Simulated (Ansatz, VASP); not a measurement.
Na2S: VASP beside Ansatz

Contents of INCAR:

```
  ALGO = Normal
  EDIFF = 1E-7
  EDIFFG = -0.005
  ENCUT = 600
  GGA = PE
  IBRION = 2
  ISIF = 3
  ISMEAR = 0
  LASPH = True
  LCHARG = False
  LREAL = False
  LWAVE = False
  NELM = 100
  NSW = 100
  PREC = Accurate
  SIGMA = 0.02
```

The input KPOINTS:

```
k-points
0
Gamma
  8 8 8
```

The input POSCAR:

```
Na2S
1.0
    0.0000000000      3.2836251753      3.2836251753
    3.2836251753      0.0000000000      3.2836251753
    3.2836251753      3.2836251753      0.0000000000
Na S
2 1
Direct
    0.2500000000      0.2500000000      0.2500000000
    0.7500000000      0.7500000000      0.7500000000
    0.0000000000      0.0000000000      0.0000000000
```

Input for Ansatz:

```yaml
crystal:
  lattice:
    - [0.0, 3.2836251753, 3.2836251753]
    - [3.2836251753, 0.0, 3.2836251753]
    - [3.2836251753, 3.2836251753, 0.0]
  atoms:
    - { symbol: Na, position: [0.25, 0.25, 0.25] }
    - { symbol: Na, position: [0.75, 0.75, 0.75] }
    - { symbol: S, position: [0.0, 0.0, 0.0] }
basis:
  ecutwfc: 420
kpoints:
  mp_grid: { grid: [8, 8, 8] }
hamiltonian:
  xc: pbe
scf:
  occupations: { method: gaussian, width: 0.02 }
output:
  forces: true
  stress: true
  eigenvalues: true
relax:
  adjacent_minimum: "off"
  f_tol: 0.005
  max_steps: 80
  cell: { stress_tol: 0.05 }
```

The cell comes from a database or a generator and needn't be the stable form of this composition.

Alike in both runs: task relaxation of cell and atoms; functional PBE; k mesh 8 × 8 × 8; occupations gaussian, width 0.02 eV; no spin polarisation.

|  | VASP | Ansatz |
| --- | --- | --- |
| version | VASP 6.6.1 | Ansatz 0.2.0 |
| potentials or method | VASP PAW PBE potentials, release 64 (Na_pv, S) | scalar-relativistic, plane waves, PAW |
| plane-wave cutoff (eV) | 600 | 420 |
| valence electrons in the cell | 20 | 24 |

```csv
,VASP,Ansatz,Ansatz less VASP
"gap on the k mesh at the Fermi level, each at its own relaxed structure (eV)",2.44,2.45,+0.005
relaxed volume (Å³/atom),23.62,23.60,-0.018
relaxed cell length with the largest relative difference (Å),4.645,4.644,-0.0012
```

The two sets of potentials don't hold the same shells in valence.

A k mesh can miss the band edges. As with any semilocal functional, this PBE gap is likely too small.
